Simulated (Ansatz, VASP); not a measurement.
Si2C in VASP and in Ansatz

```
Si C
1.0
     2.99542    0.00000    0.00000
    -1.49771    2.59411    0.00000
     0.00000    0.00000    4.50122
Si C
2 1
Direct
  0.66667 0.33333 0.24671
  0.33333 0.66667 0.75329
  0.00000 0.00000 0.50000
```

Change from the starting cell: species swapped into the Cr2C type (P-3m1, No. 164).

Alike in both runs: task single point; functional PBE; k mesh 6 × 6 × 4; occupations gaussian, width 0.1 eV; no spin polarisation.

|  | VASP | Ansatz |
| --- | --- | --- |
| version | VASP 6.6.1 | Ansatz 0.2.0 |
| potentials or method | VASP PAW PBE potentials, release 64 (Si, C) | scalar-relativistic, plane waves, PAW |
| plane-wave cutoff (eV) | 520 | 420 |
| valence electrons in the cell | 12 | 12 |

```tsv
	VASP	Ansatz	Ansatz less VASP
gap on the k mesh at the Fermi level (eV)	none	none	-
pressure (GPa)	-3.3	-3.3	-0.05
largest component of the traceless stress (GPa)	1.71	1.58	-0.129
rms of the force components (eV/Å)	0.694	0.701	+0.0072
```

Atom by atom the forces differ by 0.007 eV/Å (rms over components). A gap of «none» marks a metal or a gap that the smearing closes.

Caveats: the k mesh is coarse (spacing up to 0.40 Å⁻¹), so the values aren't converged; forces of over 1 eV/Å show positions far from the minimum, so gaps and moduli don't describe the material at rest.
